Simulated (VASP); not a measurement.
Wanted: the native input for a VASP 6.6.1 run.

| Quantity | Value |
| --- | --- |
| Task | single point |
| Functional | PBE |
| Potentials or basis | VASP PAW PBE potentials, release 64 (Si, H, C) |
| Cutoff | 520 eV |
| k mesh | 3 × 3 × 1 |
| Occupations | gaussian, width 0.05 eV |
| Spin | no spin polarisation |
| Dipole correction | yes |
| Further INCAR settings | LREAL = Auto; ALGO = Fast; EDIFF = 1e-07; NBANDS = 83 |

The structure of Si12H6C lies in POSCAR:

```
Si12H6C
1.0
    7.6805938572      0.0000000000      0.0000000000
    0.0000000000      7.6805938572      0.0000000000
    0.0000000000      0.0000000000     22.8087500000
Si H C
24 12 2
Direct
    0.1089242597     -0.0001148349      0.6601256974
    0.1440708909      0.4999627726      0.6418056667
    0.4161850059      0.0000529907      0.6593766866
    0.4312663918      0.4999970147      0.6744412999
    0.0101410127      0.2460101439      0.6090346906
    0.0101546835      0.7538792062      0.6089809393
    0.4890573659      0.2599894015      0.6106541568
    0.4890494238      0.7400456404      0.6106797611
    0.2548075105      0.2490303531      0.5438935058
    0.2548612824      0.7509966166      0.5438831589
    0.7480493184      0.2533849643      0.5535058256
    0.7480072644      0.7466000815      0.5535005645
    0.2476419188      0.0000180976      0.4847476078
    0.2514939646      0.5000087326      0.4856272702
    0.7480622081     -0.0000028644      0.4926877185
    0.7523278938      0.4999914162      0.4907942785
   -0.0066063902     -0.0000006510      0.4284693374
   -0.0015622490      0.5000037850      0.4281522661
    0.5028516117      0.0000058589      0.4284759577
    0.5045008331      0.4999901142      0.4282549022
    0.0000000000      0.2499999395      0.3691565737
    0.0000000000      0.7499999488      0.3691565737
    0.5000000093      0.2499999395      0.3691565737
    0.5000000093      0.7499999488      0.3691565737
   -0.1510299882      0.2499999395      0.3288211761
    0.1510299882      0.2499999395      0.3288211761
   -0.1510299882      0.7499999488      0.3288211761
    0.1510299882      0.7499999488      0.3288211761
    0.3489700210      0.2499999395      0.3288211761
    0.6510299975      0.2499999395      0.3288211761
    0.3489700210      0.7499999488      0.3288211761
    0.6510299975      0.7499999488      0.3288211761
    0.1044467413      0.1140751635      0.7656481394
    0.1059605566     -0.1168856233      0.7651736285
    0.4159825476      0.1170072284      0.7643801173
    0.4175406303     -0.1144209701      0.7648521730
    0.1593271331     -0.0006468250      0.7436473283
    0.3623645582      0.0005369376      0.7430503644
```

The cell was built by a generator and needn't be a form met in nature.

The input as run:

INCAR

```
ALGO = Fast
DIPOL = 0.5 0.5 0.516
EDIFF = 1E-7
ENCUT = 520
GGA = PE
IDIPOL = 3
ISIF = 2
ISMEAR = 0
LASPH = True
LCHARG = True
LDIPOL = True
LELF = True
LREAL = Auto
LVACPOTAV = True
LVHAR = True
LWAVE = False
NBANDS = 83
NELM = 100
PREC = Accurate
SIGMA = 0.05
```

KPOINTS

```
k-points
0
Gamma
  3 3 1
```

Potentials or basis: VASP PAW PBE potentials, release 64 (Si, H, C).

Run with:

```sh
$ cat potpaw_PBE.64/Si/POTCAR potpaw_PBE.64/H/POTCAR potpaw_PBE.64/C/POTCAR > POTCAR
$ mpirun -np 1 vasp_std > vasp.out
```

Results of the run:

```yaml
Largest_force: 0.243 eV/Å
Band_gap_on_the_k_mesh: 0.78 eV, indirect (least direct gap 0.85 eV)
Ionisation_potential_of_the_upper_face: 4.66 eV
```

Wall time 14 min on 1 thread of Intel(R) Xeon(R) 6975P-C (Granite Rapids), with other jobs on the host, peak memory 1.3 GiB.
